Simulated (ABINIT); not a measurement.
A calculation with ABINIT 10.8.3 (patched build) of Au (native input, structure from a POSCAR):

File run.abi:

```
pp_dirpath "./"
pseudos "Au.GGA_PBE-JTH.xml"

structure "poscar:POSCAR"
natom 2
chkprim 0
chksymtnons 0
tolsym 1.0e-6

ecut 544.227725 eV
pawecutdg 40.0
pawxcdev 0

kptopt 1
ngkpt 10 10 6
nshiftk 1
shiftk 0.0 0.0 0.0

ixc 11

nband 15
occopt 3
tsmear 0.05 eV

nstep 100
tolvrs 1.0e-9

iomode 3
prtwf 0
prtden 0
prteig 0
prtebands 0
enunit 2
```

File POSCAR:

```
Au
1.0
    2.8154890579      0.0000000000      0.0000000000
   -0.0129553469      2.8201795887      0.0000000000
   -1.1378916452     -1.1854109603      4.9240140333
Au
2
Direct
    0.6728620000      0.6659620000      0.2740550000  Au
    0.3271380000      0.3340380000      0.7259450000  Au
```

Potentials or basis: JTH PAW PBE v2.0.

Launch:

```bash
$ abinit run.abi > log 2>&1
```

This isn't the form of Au at room conditions, which is fcc.

Problem. Write the same calculation in another form: ASE script, Cartesian positions.

Solution. As run:

Contents of run.py:

```python
import json, os
import numpy as np
from ase.units import GPa
from ase.calculators.abinit import Abinit, AbinitProfile
from ase.io import read

atoms = read('Au.xyz')

profile = AbinitProfile(command='abinit', pp_paths=[os.path.abspath('pseudos')])
params = dict(
    pps='pawxml', xc='PBE',
    chksymtnons=0,
    tolsym=1e-06,
    ecut=544.2277,
    pawecutdg=1088.4554,
    pawxcdev=0,
    kptopt=1,
    ngkpt=[10, 10, 6],
    nshiftk=1,
    shiftk=[0.0, 0.0, 0.0],
    ixc=11,
    nband=15,
    occopt=3,
    tsmear=0.05,
    nstep=100,
    tolvrs=1e-09,
    prtwf=0,
    prtden=0,
)

atoms.calc = Abinit(profile=profile, directory='run', **params)
energy = atoms.get_potential_energy()
forces = atoms.get_forces()
stress = atoms.get_stress()
print(f'energy {energy:.6f} eV')
print('forces (eV/A)')
print(np.round(forces, 5))
print('stress (GPa, Voigt, tension positive)', np.round(stress / GPa, 4))
json.dump(dict(energy=energy, forces=forces.tolist(), stress=stress.tolist(), cell=atoms.cell.tolist(), frac=atoms.get_scaled_positions(wrap=False).tolist()), open('results.json', 'w'))
```

Au.xyz

```xyz
2
Lattice="2.8154890579 0.0000000000 0.0000000000 -0.0129553469 2.8201795887 0.0000000000 -1.1378916452 -1.1854109603 4.9240140333" Properties=species:S:1:pos:R:3 pbc="T T T"
Au     1.5739629349      1.5532646385      1.3494506659
Au     0.0906791309      0.0815039899      3.5745633674
```

Potentials or basis: JTH PAW PBE v2.0.

Launch:

```console
$ python run.py
```

Both were run:

|  | native input, structure from a POSCAR | ASE script, Cartesian positions |
| --- | --- | --- |
| Pressure | -0.6 GPa | -0.6 GPa |
| Largest force | 0.063 eV/Å | 0.063 eV/Å |
| Band gap on the k mesh | none (metal or under the smearing width) | none (metal or under the smearing width) |
| Valence electrons inside the program's atomic spheres | Au 9.44 (radii [1.3275] Å) | Au 9.44 (radii [1.3275] Å) |

Keys that steer only the numerical path or the files written may differ.
